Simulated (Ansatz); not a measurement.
# CoO: the cost of one run

Computed with Ansatz 0.2.0 (DFT PBEsol, scalar-relativistic, unless a step's input says otherwise).

### Step 1. Starting point

It takes space group Fm-3m (No. 225, cubic). The conventional cell has a = 4.263 Å, b = 4.263 Å, c = 4.263 Å, α = 90.00°, β = 90.00°, γ = 90.00°. Around Co (site symmetry m-3m) lie 6 O at 2.13 Å. O (site symmetry m-3m) is surrounded by 6 Co at 2.13 Å.

Structure file:

```cif
data_structure
_symmetry_space_group_name_H-M 'Fm-3m'
_symmetry_Int_Tables_number 225
_cell_length_a 4.2630
_cell_length_b 4.2630
_cell_length_c 4.2630
_cell_angle_alpha 90.000
_cell_angle_beta 90.000
_cell_angle_gamma 90.000
_cell_volume 77.47
loop_
_atom_site_label
_atom_site_type_symbol
_atom_site_symmetry_multiplicity
_atom_site_Wyckoff_symbol
_atom_site_fract_x
_atom_site_fract_y
_atom_site_fract_z
_atom_site_occupancy
Co1 Co 4 a 0.00000 0.00000 0.00000 1
O1 O 4 b 0.50000 0.00000 0.00000 1
```

The file gives the conventional cell by its symmetry; the runs use the cell typed in the input.

The geometry is a database entry used as it stands. It may stem from high pressure or temperature, or be incomplete, so it serves as a test cell.

Atoms are numbered in the order of the input: Co1, O2.

### Step 2. Volume × 0.96, LAPW

Input file input.yaml:

```yaml
crystal:
  lattice:
    - [0.0, 2.1026924146, 2.1026924146]
    - [2.1026924146, 0.0, 2.1026924146]
    - [2.1026924146, 2.1026924146, 0.0]
  atoms:
    - { symbol: Co, position: [0.0, 0.0, 0.0], spin: 2.0 }
    - { symbol: O, position: [0.5, 0.5, 0.5] }
magnetization:
  spin_polarized: true
kpoints:
  mp_grid: { grid: [16, 16, 16] }
scf:
  occupations: { method: fermi_dirac, width: 0.05 }
hamiltonian:
  xc: pbesol
  pseudopotentials: { kind: all_electron, lapw: { basis_error: 0.0005 } }
output:
  forces: true
  stress: true
  eigenvalues: true
```

Run with:

```console
$ ansatz run input.yaml --threads 1 --pin off --max-ram 3072MiB --backend cpu --events-out ev --progress --plain --runs-dir out
```

What time and memory should one allow on 1 thread of Arm Neoverse N1, shared host?

About 1.9 min, with a peak of 0.69 GiB.
